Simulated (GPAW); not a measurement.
# KF (Carobbiite): G0W0 with GPAW, start to end, part 2 of 2

How does a plane-wave GW calculation on KF (Carobbiite) run from the first input to the gap?

GPAW 26.7.0; PBE and many-body steps on it, plane waves. Known limits of the many-body steps: not at the basis limit.

So far. Step 3 (Bands along the symmetry lines): The gap is 6.182 eV, as in the run before at this level. Step 4 (Empty states on the mesh, 6×6×6 mesh, 96 bands): On this mesh the gap is 6.182 eV.

## Step 5: Screening and self-energy, 6×6×6 mesh, 86 bands, screening to 100 eV

Now the one-shot GW correction: screening in the RPA, then the self-energy of the levels asked for.

This step: G0W0 on PBE, plane waves, PAW.

Input file run.py:

```python
import json
import numpy as np
from gpaw.mpi import world
from gpaw.response.g0w0 import G0W0

gw = G0W0('full.gpw',
    filename='gw',
    kpts=[0],
    bands=(6, 10),
    ecut=100,
    nbands=86,
    integrate_gamma='WS',
    ppa=True)
gw.calculate()
res = {mode: {k: v for k, v in r.items() if k != 'sigma_eskwn'}
       for mode, r in gw.all_results.items()}

if world.rank == 0:
    with open('result.json', 'w') as f:
        json.dump(res, f, default=lambda x: x.tolist())
```

Started as:

```console
mpirun -n 4 gpaw python run.py
```

Numbers of over 12 decimals in the logs are rounded to 6 here.

Log:

```text
Using integrator: PointIntegrator
FrequencyGridDescriptor(from 0.000+0.000j to 0.000+27.211j eV, 2 points)
Nonperiodic BCs:  [False False False]
Using integrator: PointIntegrator
FrequencyGridDescriptor(from 0.000+0.000j to 0.000+27.211j eV, 2 points)
Nonperiodic BCs:  [False False False]
  ___  _ _ _
 |   || | | |
 | | || | | |
 |__ ||_____|
 |___|

BZ k-points: Symmetries present (total): 48

  [... matrices ...]
216 k-points: 6 x 6 x 6 Monkhorst-Pack grid + [1/12,1/12,1/12]
16 k-points in the irreducible part of the Brillouin zone
       k-points in crystal coordinates                weights
   0:     0.00000000    0.00000000    0.00000000          1/216
   1:     0.16666667    0.16666667    0.00000000          6/216
   2:     0.16666667    0.16666667    0.16666667          8/216
   3:     0.33333333    0.16666667    0.16666667         12/216
   4:     0.33333333    0.33333333   -0.33333333         12/216
   5:     0.33333333    0.33333333    0.00000000          6/216
   6:     0.33333333    0.33333333    0.16666667         24/216
   7:     0.33333333    0.33333333    0.33333333          8/216
   8:     0.50000000    0.33333333   -0.33333333         24/216
   9:     0.50000000    0.33333333   -0.16666667         12/216
          ...
  15:     0.50000000    0.50000000    0.50000000          4/216

Distributing spins, k-points and bands (1 x 1 x 4) over 4 processes
Number of blocks: 1

Quasi particle states:
k-points (IBZ indices): [0]
Band range: (6, 10)
  [... matrices ...]
Computational parameters:
Plane wave cut-off: 100 eV
Number of bands: 86
Coulomb cutoff: None
Broadening: 0.1 eV

fxc modes: GW
Kernel: RPA
Using Godby-Needs plasmon-pole approximation:
  Fitting energy: i*E0, E0 = 1.000 Hartree
Summing all q:

Calculating screened Coulomb potential
No Coulomb truncation
FrequencyGridDescriptor(from 0.000+0.000j to 0.000+27.211j eV, 2 points)
Removing empty qpoint cache files...

Calculating chi0 body with:
    Ground state adapter containing:
    Number of spins: 1
    Number of kpoints: 216
    Number of irreducible kpoints: 16
    Number of completely occupied states: 8
    Number of partially occupied states: 8
    Occupied states memory: 1.6875 M / cpu

    Linear response parametrization:
    q_c: [1.3877787807814457e-17, 1.3877787807814457e-17, 1.3877787807814457e-17]
    Number of frequency points: 2
    Planewave cutoff: 100.0
    Number of bands: 86
    Number of planewaves: 65
    Broadening (eta): 1e-06
    comm.size: 4
    kncomm.size: 4
    blockcomm.size: 1

    Memory estimate of potentially large arrays:
        chi0_wGG: 0.128937 M / cpu
Integrating chi0 body.

Symmetries of q_c:
    Direct symmetries (Uq -> q): 48
    Indirect symmetries (TUq -> q): 0
In total 48 allowed symmetries.

  [... matrices ...]
16 groups of equivalent kpoints. 92.592593% reduction.

Integral kind: response function
Integrating chi0 head and wings.

Symmetries of q_c:
    Direct symmetries (Uq -> q): 48
    Indirect symmetries (TUq -> q): 0
In total 48 allowed symmetries.

  [... matrices ...]
16 groups of equivalent kpoints. 92.592593% reduction.

Integral kind: response function wings

Calculating chi0 body with:
    Ground state adapter containing:
    Number of spins: 1
    Number of kpoints: 216
    Number of irreducible kpoints: 16
    Number of completely occupied states: 8
    Number of partially occupied states: 8
[... the further q-points ...]

Results:
f:      Occupation numbers
eps:     KS-eigenvalues [eV]
vxc:     KS vxc [eV]
exx:     Exact exchange [eV]
sigma:   Self-energies [eV]
dsigma:  Self-energy derivatives
Z:       Renormalization factors
qp:      QP-energies [eV]

k-point 0 (0): (0.000, 0.000, 0.000)                GW
band       f     eps     vxc     exx   sigma  dsigma       Z      qp
                                                                   GW
   6   1.000  -0.351 -23.011 -30.632   4.782  -0.233   0.811  -2.654
   7   1.000  -0.351 -23.011 -30.632   4.782  -0.233   0.811  -2.654
   8   0.000   5.830  -8.812  -4.829  -2.816  -0.110   0.901   6.881
   9   0.000  10.304 -11.318  -5.387  -2.991  -0.117   0.895  12.936
```

The job ended after 62 s (4 MPI ranks of Arm Neoverse V2, shared host; peak memory 1 GiB; 4.1 min of CPU time).

Numbers from this step:

- G0W0 gap on the points computed: 9.535 eV
- least direct G0W0 gap on the computed points: 9.535 eV
- Z at the valence top: 0.8110
- Z at the conduction bottom: 0.9011
- starting gap on the mesh: 6.182 eV
- k of the valence top: 0, 0, 0
- k of the conduction bottom: 0, 0, 0

The gap on the mesh goes from 6.18 eV to 9.54 eV, a correction of +3.35 eV.

Limits: finite bands, cutoff and mesh. v1 is the top filled band, c1 the lowest empty one. Levels before and after the correction, in eV, zero at the valence-band top of each column:

```
           conduction bottom  valence top
Kohn-Sham               6.18         0.00
     G0W0               9.54         0.00
```

|  | level | energy (eV) |
| --- | --- | --- |
| Kohn-Sham | Γ v2-v1 | 0.000 |
| Kohn-Sham | Γ c1 | 6.182 |
| Kohn-Sham | Γ c2 | 10.655 |
| G0W0 | Γ v2-v1 | 0.000 |
| G0W0 | Γ c1 | 9.535 |
| G0W0 | Γ c2 | 15.590 |

## Step 6: Where the time went

Times are wall times on 4 MPI ranks of Arm Neoverse V2, shared host, good to a factor of about two.

```
                          step   time  share  memory (GiB)
                  ground state    6 s    7 %          0.64
bands along the symmetry lines  6.2 s    7 %          0.67
      empty states on the mesh   13 s   14 %           1.2
     screening and self-energy   62 s   72 %           1.0
```

## Step 7: Results

```
PBE gap              : 6.18 eV, direct
G0W0 gap on the mesh : 9.54 eV
GW settings          : 6×6×6 mesh, 86 bands, screening to 100 eV, Godby-Needs plasmon pole
known limits         : not at the basis limit
```

In words: G0W0 moves the gap on the mesh from 6.18 eV to 9.54 eV (+3.35 eV), with Z of 0.81 and 0.90 at the edges. Only 1 of the mesh's irreducible points was corrected, so a valley elsewhere could overtake. The dearest step here is «screening and self-energy». Bands and cutoff are finite, so the gap is not at the basis limit. The miss can reach some tenths of an eV and take either sign; the mesh is an error of its own. These stock PAW sets were not made for GW. In the G0W0 run levels were corrected at 1 k point alone, so a gap called «on the mesh» is the least over those, and an edge elsewhere would be missed.

[Paths, hosts, dates, memory and timing lines, banners, echoed tables and standing remarks are left out of the program output.]

[Logs are printed without paths, hosts, clocks, repeated set-up lines and the standing remarks that a program may print on its own settings, such as how far it seeks lower states.]

[Runs of the session that timed out or met a known fault of the program may be left out.]

[Hosts, paths, dates, database ids (printed as entryN), source tags and the programs' standing remarks are cut or masked in the printed files.]
